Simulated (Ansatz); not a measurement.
# Σ3 (112) boundary in fcc Rh with C (interstitial): structure and resistance

Wanted: what the Σ3 (112) boundary in fcc Rh with C (interstitial) costs an interconnect.

Program: Ansatz 0.2.0. Level of theory: Ansatz plane-wave DFT, PBE, PAW files; relaxation of a bicrystal slab with its lowest layers held; PAW set soft_1, in the first sound run; inputs show where later runs differ. Results are calculated unless marked as measured.

## 1. Set-up

The cell holds 25 atoms: 24 Rh and 1 C. Its edges and angles: a = 2.689 Å, b = 6.587 Å, c = 29.631 Å, α = 90.0°, β = 90.0°, γ = 90.0°. It derives from Rh. built on the (1 1 2) plane; 2 overlapping atoms removed and the grains opened by 0 Å. Vacuum lies along c.

## 2. Relaxing the bicrystal

The boundary is built by mirroring the lower grain in the boundary plane and removing any atoms that overlap; then the C is put in at the boundary. A thin bicrystal slab is relaxed first, with the lowest layers held and the upper grain free to shift and open.

input.yaml reads:

```yaml
crystal:
  lattice:
    - [2.6891977995, 0.0, 0.0]
    - [0.0, 6.5871624263, 0.0]
    - [0.0, 0.0, 29.6313088808]
  atoms:
    - { symbol: Rh, position: [0.9999999998, 0.3333333334, 0.1687404367] }
    - { symbol: Rh, position: [0.4999999998, 0.0, 0.19493923] }
    - { symbol: Rh, position: [0.9999999999, 0.6666666667, 0.2211380233] }
    - { symbol: Rh, position: [0.4999999999, 0.3333333334, 0.2473368166] }
    - { symbol: Rh, position: [0.9999999999, 0.0, 0.2735356099] }
    - { symbol: Rh, position: [0.4999999999, 0.6666666667, 0.2997344032] }
    - { symbol: Rh, position: [0.9999999999, 0.3333333334, 0.3259331965] }
    - { symbol: Rh, position: [0.4999999999, 0.0, 0.3521319898] }
    - { symbol: Rh, position: [1.0, 0.6666666667, 0.3783307831] }
    - { symbol: Rh, position: [0.5, 0.3333333333, 0.4045295764] }
    - { symbol: Rh, position: [0.0, 0.0, 0.4307283697] }
    - { symbol: C, position: [0.5, 0.75, 0.4307283697] }
    - { symbol: Rh, position: [1.0, 0.6666666667, 0.4831259563] }
    - { symbol: Rh, position: [0.4999999999, 0.0, 0.5093247496] }
    - { symbol: Rh, position: [0.9999999999, 0.3333333334, 0.5355235429] }
    - { symbol: Rh, position: [0.4999999999, 0.6666666667, 0.5617223362] }
    - { symbol: Rh, position: [0.9999999999, 0.0, 0.5879211295] }
    - { symbol: Rh, position: [0.4999999999, 0.3333333334, 0.6141199229] }
    - { symbol: Rh, position: [0.9999999999, 0.6666666667, 0.6403187162] }
    - { symbol: Rh, position: [0.4999999998, 0.0, 0.6665175095] }
    - { symbol: Rh, position: [0.9999999998, 0.3333333334, 0.6927163028] }
    - { symbol: Rh, position: [0.4999999998, 0.6666666667, 0.7189150961] }
    - { symbol: Rh, position: [0.9999999998, 1.0e-10, 0.7451138894] }
    - { symbol: Rh, position: [0.4999999998, 0.3333333334, 0.7713126827] }
    - { symbol: Rh, position: [0.9999999997, 0.6666666667, 0.797511476] }
kpoints:
  mp_grid: { grid: [9, 4, 1] }
hamiltonian:
  xc: pbe
  pseudopotentials: { kind: paw, azcp: { folder: soft_1 } }
scf:
  occupations: { method: fermi_dirac, width: 0.1 }
relax:
  f_tol: 0.03
  max_steps: 80
  constraints: [{ sites: [0, 1, 2, 3] }]
```

Run with:

```sh
$ ansatz run input.yaml --threads 4 --pin off --max-ram 15360MiB --backend cpu --events-out ev --progress --plain --runs-dir out
```

Numbers of over 12 decimals in the logs are rounded to 6 here.

What it wrote:

```text
Engine: ansatz 0.2.0, aarch64-unknown-linux-gnu
Pseudopotentials: kind: paw
Pseudopotential: Rh, paw, valence charge 17, recommended cutoff 420 eV (normal), soft_1/Rh.paw.azcp
Pseudopotential: C, paw, valence charge 4, recommended cutoff 420 eV (normal), soft_1/C.paw.azcp
Functional definition: PBE
  parameter kappa = 0.804
  parameter beta = 0.066725
  exchange = pbe_x(kappa = kappa, mu = beta*pi^2/3)
  correlation = pbe_c(beta = beta)
Crystal: 25 atoms, lattice volume = 524.894 Å³
Basis set: ecut = 420 eV, 10321 PW (Γ), exchange–correlation on 36×90×400 points (8 copies of the dense FFT grid, shifted against one another)
Bands: 248, of which v1, the nominal top of the filled ones, is band 206 counted from 1 (205 counted from 0)
Symmetry: 2 space group operations
Space group: Pm (ITA 6), of the structure as read, at distance tolerance 8.1e-5 Å
k-points: 15 of 36 (time reversal used)
Non-local potential: Rh, projectors of the file, l = 0: 3, l = 1: 2, l = 2: 2, l = 3: 1
Non-local potential: C, projectors of the file, l = 0: 2, l = 1: 2, l = 2: 1
PAW form: soft (Blöchl's): semilocal exchange-correlation on the pseudo side does not see the compensation charge
PAW one-centre angular grid: Rh, 590 points (default); XC on 64 Gauss nodes
PAW one-centre angular grid: C, 110 points (default); XC on 64 Gauss nodes
Initial density: superposition of atomic densities (neutral atoms: chi_scale 0, normalization atom)
Initial wavefunctions: pseudopotential atomic-orbital guess
Functional: x = pbe(κ = 0.804, μ = 0.219515), c = pbe(β = 0.066725)
SCF iter   1: F=—  HF=-153925.622450 eV  |F-HF|=—  |Δ(HF+E_count)|=         —  Δρ=8.80e-2  dr2=5.31e1  ethr=3.10e-3  ⟨swp⟩=6.0  Hψ=12789  notcnv=0  defer=63
preconditioner: auto → LDOS  [metal: Δε(μ)=0.003 eV  Ē_g=5.940 eV  σ=0.100 eV  W_gap=0.01  n_scr=154 (ndim 8)  ℏωp=24.0 eV  f_vac=0.308  D(μ)=35.57/eV (n_scr^D=396)  β→1.0]
SCF iter   2: F=—  HF=-153930.125748 eV  |F-HF|=—  |Δ(HF+E_count)|=    4.50e0  Δρ=1.03e-1  dr2=5.57e1  ethr=3.10e-3  ⟨swp⟩=3.3  Hψ=9947  notcnv=0  defer=130
SCF iter   3: F=—  HF=-153914.015111 eV  |F-HF|=—  |Δ(HF+E_count)|=    1.61e1  Δρ=1.51e-2  dr2=9.83e-1  ethr=3.10e-3  ⟨swp⟩=2.1  Hψ=7803  notcnv=0  defer=178
SCF iter   4: F=—  HF=-153913.723424 eV  |F-HF|=—  |Δ(HF+E_count)|=   2.92e-1  Δρ=3.02e-3  dr2=1.05e-1  ethr=2.39e-4  ⟨swp⟩=3.4  Hψ=9026  notcnv=0  defer=160
SCF iter   5: F=—  HF=-153913.714494 eV  |F-HF|=—  |Δ(HF+E_count)|=   8.93e-3  Δρ=1.07e-3  dr2=1.95e-2  ethr=2.56e-5  ⟨swp⟩=2.1  Hψ=5651  notcnv=0  defer=157
SCF iter   6: F=—  HF=-153913.711712 eV  |F-HF|=—  |Δ(HF+E_count)|=   2.78e-3  Δρ=4.05e-4  dr2=2.97e-3  ethr=4.73e-6  ⟨swp⟩=2.2  Hψ=5334  notcnv=0  defer=157
SCF iter   7: F=—  HF=-153913.711529 eV  |F-HF|=—  |Δ(HF+E_count)|=   1.83e-4  Δρ=1.85e-4  dr2=3.18e-4  ethr=7.22e-7  ⟨swp⟩=2.2  Hψ=5484  notcnv=0  defer=157
SCF iter   8: F=—  HF=-153913.711507 eV  |F-HF|=—  |Δ(HF+E_count)|=   2.19e-5  Δρ=7.21e-5  dr2=7.48e-5  ethr=7.73e-8  ⟨swp⟩=2.0  Hψ=5250  notcnv=0  defer=157
SCF iter   9: F=-153913.711513 eV  HF=-153913.711520 eV  |F-HF|=6.48e-6  |Δ(HF+E_count)|=   1.27e-5  Δρ=2.91e-5  dr2=8.64e-6  ethr=5.46e-9  ⟨swp⟩=4.0  Hψ=11741  notcnv=0
SCF 1 converged in 9 iterations: F = -153913.711513 eV  dr2 = 8.64e-6
  greatest PAW one-centre occupation: 1.000 electrons in one spin orbital (limit 2), on the Rh atom at site 17 (counted from 0), in its partial waves of l = 0
relax step   1: F+E_penalty+E_count = -153913.71151349 eV  Δ(F+E_penalty+E_count) = +0.000e0 eV  max|allowed force component| = 1.556e0 eV/Å  Δτ_max = 0.0000 Å  (9 SCF iters, dr2 threshold 2.25e-5 eV, accepted)
Initial density: handed on by an earlier stage of this run
Initial wavefunctions: those handed on with the density
iter 1 solved again at ethr=2.47e-4 eV; its pass at ethr=3.10e-3 eV (dr2=1.02e0 eV) is discarded
SCF iter   1: F=—  HF=-153914.236606 eV  |F-HF|=—  |Δ(HF+E_count)|=         —  Δρ=1.36e-2  dr2=1.03e0  ethr=2.47e-4  ⟨swp⟩=1.9  Hψ=12613  notcnv=0  defer=149
preconditioner: auto → LDOS  [metal: Δε(μ)=0.004 eV  Ē_g=5.750 eV  σ=0.100 eV  W_gap=0.01  n_scr=154 (ndim 8)  ℏωp=24.0 eV  f_vac=0.308  D(μ)=38.35/eV (n_scr^D=430)  β→1.0]
SCF iter   2: F=—  HF=-153914.175691 eV  |F-HF|=—  |Δ(HF+E_count)|=   6.09e-2  Δρ=6.24e-3  dr2=3.29e-1  ethr=2.47e-4  ⟨swp⟩=2.1  Hψ=6709  notcnv=0  defer=149
SCF iter   3: F=—  HF=-153914.124035 eV  |F-HF|=—  |Δ(HF+E_count)|=   5.17e-2  Δρ=2.13e-3  dr2=3.23e-2  ethr=7.98e-5  ⟨swp⟩=3.1  Hψ=7423  notcnv=0  defer=149
SCF iter   4: F=—  HF=-153914.115435 eV  |F-HF|=—  |Δ(HF+E_count)|=   8.60e-3  Δρ=6.20e-4  dr2=4.42e-3  ethr=7.84e-6  ⟨swp⟩=2.7  Hψ=6766  notcnv=0  defer=152
SCF iter   5: F=—  HF=-153914.114615 eV  |F-HF|=—  |Δ(HF+E_count)|=   8.20e-4  Δρ=1.62e-4  dr2=3.28e-4  ethr=1.07e-6  ⟨swp⟩=2.1  Hψ=5690  notcnv=0  defer=152
SCF iter   6: F=-153914.114564 eV  HF=-153914.114605 eV  |F-HF|=4.07e-5  |Δ(HF+E_count)|=   1.04e-5  Δρ=6.65e-5  dr2=5.17e-5  ethr=2.43e-8  ⟨swp⟩=3.0  Hψ=13898  notcnv=0
SCF 2 converged in 6 iterations: F = -153914.114564 eV  dr2 = 5.17e-5
  greatest PAW one-centre occupation: 1.000 electrons in one spin orbital (limit 2), on the Rh atom at site 21 (counted from 0), in its partial waves of l = 0
relax step   2: F+E_penalty+E_count = -153914.11456385 eV  Δ(F+E_penalty+E_count) = -4.031e-1 eV  max|allowed force component| = 6.881e-1 eV/Å  Δτ_max = 0.1938 Å  (6 SCF iters, dr2 threshold 1.00e-4 eV, accepted)
SCF iter   1: F=—  HF=-153914.333918 eV  |F-HF|=—  |Δ(HF+E_count)|=         —  Δρ=1.27e-2  dr2=3.22e0  ethr=2.13e-3  ⟨swp⟩=4.5  Hψ=8420  notcnv=0  defer=142
preconditioner: auto → LDOS  [metal: Δε(μ)=0.005 eV  Ē_g=5.765 eV  σ=0.100 eV  W_gap=0.01  n_scr=154 (ndim 8)  ℏωp=24.0 eV  f_vac=0.310  D(μ)=38.80/eV (n_scr^D=430)  β→1.0]
SCF iter   2: F=—  HF=-153914.268071 eV  |F-HF|=—  |Δ(HF+E_count)|=   6.58e-2  Δρ=4.81e-3  dr2=1.68e-1  ethr=7.81e-4  ⟨swp⟩=2.1  Hψ=4927  notcnv=0  defer=150
SCF iter   3: F=—  HF=-153914.242014 eV  |F-HF|=—  |Δ(HF+E_count)|=   2.61e-2  Δρ=2.88e-3  dr2=6.23e-2  ethr=4.09e-5  ⟨swp⟩=2.8  Hψ=8034  notcnv=0  defer=150
SCF iter   4: F=—  HF=-153914.230558 eV  |F-HF|=—  |Δ(HF+E_count)|=   1.15e-2  Δρ=1.01e-3  dr2=6.56e-3  ethr=1.51e-5  ⟨swp⟩=2.0  Hψ=5199  notcnv=0  defer=150
SCF iter   5: F=—  HF=-153914.227344 eV  |F-HF|=—  |Δ(HF+E_count)|=   3.21e-3  Δρ=2.35e-4  dr2=6.98e-4  ethr=1.59e-6  ⟨swp⟩=2.0  Hψ=5988  notcnv=0  defer=150
SCF iter   6: F=—  HF=-153914.227284 eV  |F-HF|=—  |Δ(HF+E_count)|=   6.00e-5  Δρ=6.01e-5  dr2=3.82e-5  ethr=1.69e-7  ⟨swp⟩=2.0  Hψ=5829  notcnv=0  defer=150
[...]
relax step  11: F+E_penalty+E_count = -153914.43866199 eV  Δ(F+E_penalty+E_count) = +1.538e-2 eV  max|allowed force component| = 1.191e0 eV/Å  Δτ_max = 0.1914 Å  (7 SCF iters, dr2 threshold 4.42e-5 eV, rejected (line search))
relax step  12: F+E_penalty+E_count = -153914.49663586 eV  Δ(F+E_penalty+E_count) = -4.259e-2 eV  max|allowed force component| = 3.786e-1 eV/Å  Δτ_max = 0.0936 Å  (9 SCF iters, accepted)
relax step  13: F+E_penalty+E_count = -153914.52499030 eV  Δ(F+E_penalty+E_count) = -2.835e-2 eV  max|allowed force component| = 2.534e-1 eV/Å  Δτ_max = 0.1000 Å  (6 SCF iters, dr2 threshold 6.80e-5 eV, accepted)
relax step  14: F+E_penalty+E_count = -153914.54217763 eV  Δ(F+E_penalty+E_count) = -1.719e-2 eV  max|allowed force component| = 3.273e-1 eV/Å  Δτ_max = 0.1430 Å  (6 SCF iters, dr2 threshold 2.88e-5 eV, accepted)
relax step  15: F+E_penalty+E_count = -153914.55707998 eV  Δ(F+E_penalty+E_count) = -1.490e-2 eV  max|allowed force component| = 8.014e-2 eV/Å  Δτ_max = 0.1058 Å  (6 SCF iters, dr2 threshold 4.80e-5 eV, accepted)
relax step  16: F+E_penalty+E_count = -153914.56303798 eV  Δ(F+E_penalty+E_count) = -5.958e-3 eV  max|allowed force component| = 3.940e-2 eV/Å  Δτ_max = 0.0690 Å  (8 SCF iters, accepted)
relax step  17: F+E_penalty+E_count = -153914.56632685 eV  Δ(F+E_penalty+E_count) = -3.289e-3 eV  max|allowed force component| = 2.445e-1 eV/Å  Δτ_max = 0.1471 Å  (9 SCF iters, accepted)
relax step  18: F+E_penalty+E_count = -153914.58348269 eV  Δ(F+E_penalty+E_count) = -1.716e-2 eV  max|allowed force component| = 2.241e-1 eV/Å  Δτ_max = 0.1955 Å  (7 SCF iters, dr2 threshold 1.44e-5 eV, accepted)
relax step  19: F+E_penalty+E_count = -153914.56541671 eV  Δ(F+E_penalty+E_count) = +1.807e-2 eV  max|allowed force component| = 4.941e-1 eV/Å  Δτ_max = 0.1799 Å  (7 SCF iters, dr2 threshold 4.22e-5 eV, rejected (line search))
relax step  20: F+E_penalty+E_count = -153914.58758229 eV  Δ(F+E_penalty+E_count) = -4.100e-3 eV  max|allowed force component| = 1.995e-1 eV/Å  Δτ_max = 0.0899 Å  (9 SCF iters, accepted)
relax step  21: F+E_penalty+E_count = -153914.59722632 eV  Δ(F+E_penalty+E_count) = -9.644e-3 eV  max|allowed force component| = 4.045e-2 eV/Å  Δτ_max = 0.0416 Å  (5 SCF iters, dr2 threshold 3.16e-5 eV, accepted)
SCF iter   1: F=—  HF=-153914.599884 eV  |F-HF|=—  |Δ(HF+E_count)|=         —  Δρ=7.90e-4  dr2=2.03e-3  ethr=5.67e-6  ⟨swp⟩=3.3  Hψ=6964  notcnv=0  defer=155
preconditioner: auto → LDOS  [metal: Δε(μ)=0.006 eV  Ē_g=5.796 eV  σ=0.100 eV  W_gap=0.01  n_scr=154 (ndim 8)  ℏωp=24.0 eV  f_vac=0.317  D(μ)=37.82/eV (n_scr^D=426)  β→1.0]
SCF iter   2: F=—  HF=-153914.599648 eV  |F-HF|=—  |Δ(HF+E_count)|=   2.36e-4  Δρ=3.28e-4  dr2=5.99e-4  ethr=4.93e-7  ⟨swp⟩=3.3  Hψ=9167  notcnv=0  defer=155
SCF iter   3: F=—  HF=-153914.599473 eV  |F-HF|=—  |Δ(HF+E_count)|=   1.76e-4  Δρ=8.90e-5  dr2=5.31e-5  ethr=1.45e-7  ⟨swp⟩=2.1  Hψ=6438  notcnv=0  defer=155
SCF iter   4: F=—  HF=-153914.597709 eV  |F-HF|=—  |Δ(HF+E_count)|=   1.76e-3  Δρ=3.00e-5  dr2=9.33e-6  ethr=1.29e-8  ⟨swp⟩=2.3  Hψ=6703  notcnv=0  defer=155
SCF iter   5: F=—  HF=-153914.597706 eV  |F-HF|=—  |Δ(HF+E_count)|=   2.07e-6  Δρ=7.85e-6  dr2=6.09e-7  ethr=2.26e-9  ⟨swp⟩=3.2  Hψ=6915  notcnv=0  defer=155
SCF iter   6: F=—  HF=-153914.597707 eV  |F-HF|=—  |Δ(HF+E_count)|=   6.57e-8  Δρ=3.16e-6  dr2=1.27e-7  ethr=2.43e-11  ⟨swp⟩=5.0  Hψ=13300  notcnv=0
SCF iter   7: F=-153914.597707 eV  HF=-153914.597707 eV  |F-HF|=9.43e-9  |Δ(HF+E_count)|=   2.01e-9  Δρ=9.92e-7  dr2=1.43e-8  ethr=2.43e-11  ⟨swp⟩=4.0  Hψ=10264  notcnv=0
SCF 22 converged in 7 iterations: F = -153914.597707 eV  dr2 = 1.43e-8
relax step  22: F+E_penalty+E_count = -153914.59770655 eV  Δ(F+E_penalty+E_count) = -4.802e-4 eV  max|allowed force component| = 1.252e-2 eV/Å  Δτ_max = 0.0083 Å  (7 SCF iters, accepted)
SCF converged after 7 iterations
Free energy (F): -153914.597707 eV
Harris-Foulkes:  -153914.597707 eV  (|F-HF|=9.43e-9)
Internal energy: -153913.346834 eV  (E = F + TS)
E sigma→0 (E₀):  -153913.972270 eV
Entropy (-TS):   -1.250872 eV (-50.035 meV/atom)
Fermi energy:    12.473879 eV
--- Per-component energies (eV) ---
  E_band       = -6004.231265
  E_kinetic    = 12967.722355
  E_local      = -552360.647893  (includes V_loc(G=0)·N_el)
  E_nonlocal   = 7191.314140
  E_hartree    = 269632.134089
  E_xc         = -4880.097920
  E_vxc        = -6121.762637  (∫ρ·V_xc dr)
  E_paw        = -86582.068078  (= ΣΔE_a)
  E_vpaw       = -6945.134839  (= ΣTr[D̂ρ^β])
  E_aug_tail   = 0.001652  (compensation charges beyond the density's cutoff)
  E_ewald      = 200118.294821
  E_smearing   = -1.250872  (= −TS)
  E_closure    = 0.000000  (closes the sum)
  Σ components = -153914.597707   (vs F -153914.597707, Δ=0.00e0)
--- Forces (eV/Å), atoms counted from 1 ---
  atom   1  Rh     0.00000000    -0.17086445     0.53799021
  atom   2  Rh     0.00000000     0.10701499     0.19555120
  atom   3  Rh    -0.00000000     0.06315782    -0.30183468
  atom   4  Rh    -0.00000000    -0.00211979    -0.43090461
  atom   5  Rh    -0.00000000     0.01252471    -0.00205049
  atom   6  Rh    -0.00000000     0.00252190    -0.00428616
  atom   7  Rh     0.00000000    -0.00192673     0.00324302
  atom   8  Rh    -0.00000000     0.00151216     0.00013657
  atom   9  Rh     0.00000000    -0.00870610    -0.00042898
  atom  10  Rh     0.00000000    -0.00001704     0.00091622
  atom  11  Rh     0.00000000     0.00671377     0.00097935
  atom  12  C     -0.00000000    -0.00237334    -0.00359894
  atom  13  Rh     0.00000000     0.00126131     0.00240072
  atom  14  Rh     0.00000000    -0.01054419     0.00289660
  atom  15  Rh    -0.00000000     0.00384215     0.00058251
  atom  16  Rh     0.00000000     0.00110925    -0.00316363
  atom  17  Rh    -0.00000000     0.00188714     0.00226001
  atom  18  Rh     0.00000000     0.00260080    -0.00138326
  atom  19  Rh    -0.00000000     0.00030086     0.00315091
  atom  20  Rh    -0.00000000    -0.00654831    -0.00610696
  atom  21  Rh     0.00000000     0.00477876     0.00326725
  atom  22  Rh    -0.00000000    -0.00725612    -0.00269152
  atom  23  Rh    -0.00000000     0.00841307    -0.00037384
  atom  24  Rh    -0.00000000    -0.00945167    -0.00097136
  atom  25  Rh    -0.00000000     0.00212652     0.00438182
  max |Σ_I F_I| component: 4.25e-5 eV/Å
--- Relaxed structure (22 steps of the walk, 20 accepted, 0 SCFs on fresh bases) ---
  F+E_penalty+E_count = -153914.59770655 eV   max|allowed force component| = 1.252e-2 eV/Å
  atoms:
    - { symbol: Rh, position: [1.0, 0.333333, 0.168740] }
    - { symbol: Rh, position: [0.5, 0.0, 0.194939] }
    - { symbol: Rh, position: [1.0, 0.6666666667, 0.221138] }
    - { symbol: Rh, position: [0.5, 0.333333, 0.247337] }
    - { symbol: Rh, position: [1.0, -0.00498441, 0.274101] }
    - { symbol: Rh, position: [0.5, 0.664381, 0.300444] }
    - { symbol: Rh, position: [1.0, 0.332233, 0.324735] }
    - { symbol: Rh, position: [0.5, -0.00323155, 0.353169] }
    - { symbol: Rh, position: [1.0, 0.674927, 0.386291] }
    - { symbol: Rh, position: [0.5, 0.325646, 0.402338] }
    - { symbol: Rh, position: [-1.5437862638653383e-17, 0.015901, 0.436260] }
    - { symbol: C, position: [0.5, 0.605313, 0.438669] }
    - { symbol: Rh, position: [1.0, 0.422322, 0.476356] }
    - { symbol: Rh, position: [0.5, -0.225900, 0.495683] }
    - { symbol: Rh, position: [1.0, 0.093353, 0.527418] }
    - { symbol: Rh, position: [0.5, 0.427111, 0.554623] }
    - { symbol: Rh, position: [1.0, -0.239064, 0.579171] }
    - { symbol: Rh, position: [0.5, 0.095042, 0.606474] }
    - { symbol: Rh, position: [1.0, 0.430210, 0.633498] }
    - { symbol: Rh, position: [0.5, -0.237875, 0.659320] }
    - { symbol: Rh, position: [1.0, 0.093364, 0.684861] }
    - { symbol: Rh, position: [0.5, 0.430906, 0.711734] }
    - { symbol: Rh, position: [1.0, -0.235004, 0.739885] }
    - { symbol: Rh, position: [0.5, 0.096671, 0.763015] }
    - { symbol: Rh, position: [1.0, 0.424542, 0.787876] }
```

The job ended after 21 min (4 threads of Arm Neoverse V2, shared host; peak memory 3.2 GiB).

Relaxation path:

```csv
step,energy less that of the first step (eV),largest force component (eV/Å)
1,0.0000,1.5559
2,-0.4031,0.6881
3,-0.5158,0.2254
4,-0.5380,0.3563
5,-0.5696,0.0978
6,-0.5791,0.0743
7,-0.5849,0.0580
8,-0.6087,0.1871
9,-0.6672,0.4433
10,-0.7425,0.3052
11,-0.7271,1.1910
12,-0.7851,0.3786
13,-0.8135,0.2534
14,-0.8307,0.3273
15,-0.8456,0.0801
16,-0.8515,0.0394
17,-0.8548,0.2445
18,-0.8720,0.2241
19,-0.8539,0.4941
20,-0.8761,0.1995
21,-0.8857,0.0405
22,-0.8862,0.0125
```

Relaxation steps 11, 19 were tried and not accepted.

The run keeps the 2 symmetry operations that it works with, so distortions that break them were not tested.

The atoms that moved most (Å):

```csv
atom,dx,dy,dz,length
Rh13,0.000,-1.610,-0.201,1.622
Rh25,0.000,-1.595,-0.286,1.620
Rh15,0.000,-1.581,-0.240,1.599
Rh21,0.000,-1.581,-0.233,1.598
Rh17,0.000,-1.575,-0.259,1.596
Rh16,0.000,-1.578,-0.210,1.592
Rh18,0.000,-1.570,-0.227,1.586
Rh20,0.000,-1.567,-0.213,1.581
```

Numbers from this step:

```yaml
free_energy: -153914.5977 eV
energy_at_zero_smearing: -153913.9723 eV
fermi_energy: 12.47 eV
```

The largest force component on a free atom ends at 0.013 eV/Å, under the tolerance of 0.03, after 22 steps.

(Continued in part 2 of 2.)

[Logs are printed without paths, hosts, clocks, repeated set-up lines and the standing remarks that a program may print on its own settings, such as how far it seeks lower states.]

[Hosts, paths, dates, database ids (printed as entryN), source tags and the programs' standing remarks are cut or masked in the printed files.]
